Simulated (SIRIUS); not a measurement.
Input of a SIRIUS 7.12.0 run:

sirius.json

```json
{
  "control": {
    "processing_unit": "cpu",
    "std_evp_solver_name": "lapack",
    "gen_evp_solver_name": "lapack",
    "verbosity": 2,
    "print_forces": true,
    "ortho_rf": true,
    "use_second_variation": true,
    "rmt_max": 3.0,
    "num_bands_to_print": 24,
    "save_wf": true
  },
  "parameters": {
    "electronic_structure_method": "full_potential_lapwlo",
    "xc_functionals": ["XC_GGA_X_PBE_SOL", "XC_GGA_C_PBE_SOL"],
    "core_relativity": "dirac",
    "valence_relativity": "iora",
    "num_fv_states": 53,
    "smearing": "fermi_dirac",
    "smearing_width": 0.0018374661,
    "pw_cutoff": 20,
    "gk_cutoff": 3.68,
    "lmax_apw": 10,
    "lmax_rho": 8,
    "lmax_pot": 8,
    "num_mag_dims": 0,
    "auto_rmt": 0,
    "ngridk": [8, 8, 4],
    "shiftk": [0, 0, 0],
    "num_dft_iter": 80,
    "energy_tol": 1e-07,
    "density_tol": 1e-05,
    "use_symmetry": true
  },
  "settings": {"tol_ne": 1e-10},
  "iterative_solver": {"type": "exact"},
  "mixer": {"type": "anderson", "beta": 0.5, "max_history": 8},
  "unit_cell": {
    "lattice_vectors": [[7.5543424031, 0.0, 0.0], [-3.7771712017, 6.5422524301, 0.0], [0.0, 0.0, 12.4710169184]],
    "atom_types": ["Ge"],
    "atom_files": {"Ge": "Ge.json"},
    "atoms": {
      "Ge": [
        [0.3333333333, 0.6666666667, 0.93709875],
        [0.6666666667, 0.3333333333, 0.43709875],
        [0.3333333333, 0.6666666667, 0.56290125],
        [0.6666666667, 0.3333333333, 0.06290125]
      ]
    }
  }
}
```

Contents of Ge.json:

```json
{
  "name": "germanium",
  "symbol": "Ge",
  "number": 32,
  "mass": 72.64,
  "rmin": 1e-06,
  "rmt": 2.28,
  "nrmt": 800,
  "rinf": 16.93,
  "core": "1s2s2p",
  "valence": [
    {"basis": [{"enu": -0.01, "dme": 0, "n": 0, "auto": 0}, {"enu": -0.01, "dme": 1, "n": 0, "auto": 0}]},
    {"l": 0, "n": 1, "basis": [{"enu": -0.0047, "dme": 0, "n": 0, "auto": 0}]},
    {"l": 1, "n": 2, "basis": [{"enu": 0.09, "dme": 0, "n": 0, "auto": 0}]},
    {"l": 2, "n": 3, "basis": [{"enu": 0.09, "dme": 0, "n": 0, "auto": 0}]},
    {"l": 3, "n": 4, "basis": [{"enu": 0.09, "dme": 0, "n": 0, "auto": 0}]}
  ],
  "lo": [
    {
      "l": 0,
      "basis": [{"enu": -0.0047, "dme": 0, "n": 0, "auto": 0}, {"enu": -0.0047, "dme": 1, "n": 0, "auto": 0}]
    },
    {
      "l": 0,
      "basis": [{"enu": -0.0047, "dme": 1, "n": 0, "auto": 0}, {"enu": -0.0047, "dme": 2, "n": 0, "auto": 0}]
    },
    {
      "l": 0,
      "basis": [{"enu": -5.9105, "dme": 0, "n": 3, "auto": 1}, {"enu": -5.9105, "dme": 1, "n": 3, "auto": 1}]
    },
    {
      "l": 0,
      "basis": [{"enu": -0.0047, "dme": 0, "n": 0, "auto": 0}, {"enu": 2.3037, "dme": 0, "n": 0, "auto": 0}]
    },
    {"l": 1, "basis": [{"enu": 0.09, "dme": 0, "n": 0, "auto": 0}, {"enu": 0.09, "dme": 1, "n": 0, "auto": 0}]},
    {
      "l": 1,
      "basis": [{"enu": -3.9966, "dme": 0, "n": 3, "auto": 1}, {"enu": -3.9966, "dme": 1, "n": 3, "auto": 1}]
    },
    {
      "l": 1,
      "basis": [{"enu": -3.9966, "dme": 1, "n": 3, "auto": 1}, {"enu": 0.09, "dme": 0, "n": 0, "auto": 0}]
    },
    {"l": 1, "basis": [{"enu": 0.09, "dme": 0, "n": 0, "auto": 0}, {"enu": 3.6296, "dme": 0, "n": 0, "auto": 0}]},
    {"l": 2, "basis": [{"enu": 0.09, "dme": 0, "n": 0, "auto": 0}, {"enu": 0.09, "dme": 1, "n": 0, "auto": 0}]},
    {
      "l": 2,
      "basis": [{"enu": -0.8492, "dme": 0, "n": 3, "auto": 1}, {"enu": -0.8492, "dme": 1, "n": 3, "auto": 1}]
    },
    {
      "l": 2,
      "basis": [{"enu": -0.8492, "dme": 1, "n": 3, "auto": 1}, {"enu": 0.09, "dme": 0, "n": 0, "auto": 0}]
    },
    {"l": 2, "basis": [{"enu": 0.09, "dme": 0, "n": 0, "auto": 0}, {"enu": 4.0912, "dme": 0, "n": 0, "auto": 0}]},
    {"l": 3, "basis": [{"enu": 0.09, "dme": 0, "n": 0, "auto": 0}, {"enu": 0.09, "dme": 1, "n": 0, "auto": 0}]},
    {"l": 3, "basis": [{"enu": 0.09, "dme": 0, "n": 0, "auto": 0}, {"enu": 3.4372, "dme": 0, "n": 0, "auto": 0}]}
  ],
  "free_atom": [... radial grid and density of the free atom, the start of the SCF ...]
}
```

File sirius_start.json:

```json
{
  "control": {
    "processing_unit": "cpu",
    "std_evp_solver_name": "lapack",
    "gen_evp_solver_name": "lapack",
    "verbosity": 1,
    "print_forces": false,
    "ortho_rf": true,
    "use_second_variation": true,
    "rmt_max": 3.0,
    "num_bands_to_print": 24,
    "save_wf": false
  },
  "parameters": {
    "electronic_structure_method": "full_potential_lapwlo",
    "xc_functionals": ["XC_LDA_X", "XC_LDA_C_PW"],
    "core_relativity": "dirac",
    "valence_relativity": "iora",
    "num_fv_states": 53,
    "smearing": "fermi_dirac",
    "smearing_width": 0.0055123983,
    "pw_cutoff": 20,
    "gk_cutoff": 2.95,
    "lmax_apw": 10,
    "lmax_rho": 8,
    "lmax_pot": 8,
    "num_mag_dims": 0,
    "auto_rmt": 0,
    "ngridk": [3, 3, 2],
    "shiftk": [0, 0, 0],
    "num_dft_iter": 30,
    "energy_tol": 0.01,
    "density_tol": 0.05,
    "use_symmetry": true
  },
  "settings": {"tol_ne": 1e-10},
  "iterative_solver": {"type": "exact"},
  "mixer": {"type": "anderson", "beta": 0.5, "max_history": 8},
  "unit_cell": {
    "lattice_vectors": [[7.5543424031, 0.0, 0.0], [-3.7771712017, 6.5422524301, 0.0], [0.0, 0.0, 12.4710169184]],
    "atom_types": ["Ge"],
    "atom_files": {"Ge": "Ge.json"},
    "atoms": {
      "Ge": [
        [0.3333333333, 0.6666666667, 0.93709875],
        [0.6666666667, 0.3333333333, 0.43709875],
        [0.3333333333, 0.6666666667, 0.56290125],
        [0.6666666667, 0.3333333333, 0.06290125]
      ]
    }
  }
}
```

The input sirius_bands.json:

```json
{
  "control": {
    "processing_unit": "cpu",
    "std_evp_solver_name": "lapack",
    "gen_evp_solver_name": "lapack",
    "verbosity": 2,
    "print_forces": true,
    "ortho_rf": true,
    "use_second_variation": true,
    "rmt_max": 3.0,
    "num_bands_to_print": 24,
    "save_wf": true
  },
  "parameters": {
    "electronic_structure_method": "full_potential_lapwlo",
    "xc_functionals": ["XC_GGA_X_PBE_SOL", "XC_GGA_C_PBE_SOL"],
    "core_relativity": "dirac",
    "valence_relativity": "iora",
    "num_fv_states": 53,
    "smearing": "fermi_dirac",
    "smearing_width": 0.0018374661,
    "pw_cutoff": 20,
    "gk_cutoff": 3.68,
    "lmax_apw": 10,
    "lmax_rho": 8,
    "lmax_pot": 8,
    "num_mag_dims": 0,
    "auto_rmt": 0,
    "ngridk": [8, 8, 4],
    "shiftk": [0, 0, 0],
    "num_dft_iter": 80,
    "energy_tol": 1e-07,
    "density_tol": 1e-05,
    "use_symmetry": true
  },
  "settings": {"tol_ne": 1e-10},
  "iterative_solver": {"type": "exact"},
  "mixer": {"type": "anderson", "beta": 0.5, "max_history": 8},
  "unit_cell": {
    "lattice_vectors": [[7.5543424031, 0.0, 0.0], [-3.7771712017, 6.5422524301, 0.0], [0.0, 0.0, 12.4710169184]],
    "atom_types": ["Ge"],
    "atom_files": {"Ge": "Ge.json"},
    "atoms": {
      "Ge": [
        [0.3333333333, 0.6666666667, 0.93709875],
        [0.6666666667, 0.3333333333, 0.43709875],
        [0.3333333333, 0.6666666667, 0.56290125],
        [0.6666666667, 0.3333333333, 0.06290125]
      ]
    }
  },
  "kpoints_rel": {
    "G": [0.0, 0.0, 0.0],
    "A": [0.0, 0.0, 0.5],
    "H": [0.3333333333, 0.3333333333, 0.5],
    "K": [0.3333333333, 0.3333333333, 0.0],
    "L": [0.5, 0.0, 0.5],
    "M": [0.5, 0.0, 0.0]
  },
  "kpoints_path": ["G", "M", "K", "G", "A", "L", "H", "A"]
}
```

Potentials or basis: all-electron FP-LAPW, apw+lo standard.

Run with:

```console
$ OMP_NUM_THREADS=1 sirius.scf --input=sirius_start.json --output=start.json
$ OMP_NUM_THREADS=1 sirius.scf --input=sirius.json --output=output.json --task=1
$ OMP_NUM_THREADS=1 sirius.scf --input=sirius_bands.json --output=bands_out.json --task=2
```

(1) What does it give for the largest force?

(2) Predict the band gap along the path.

Results:

(1) 0.005 eV/Å.

(2) none (metal or under the smearing width).
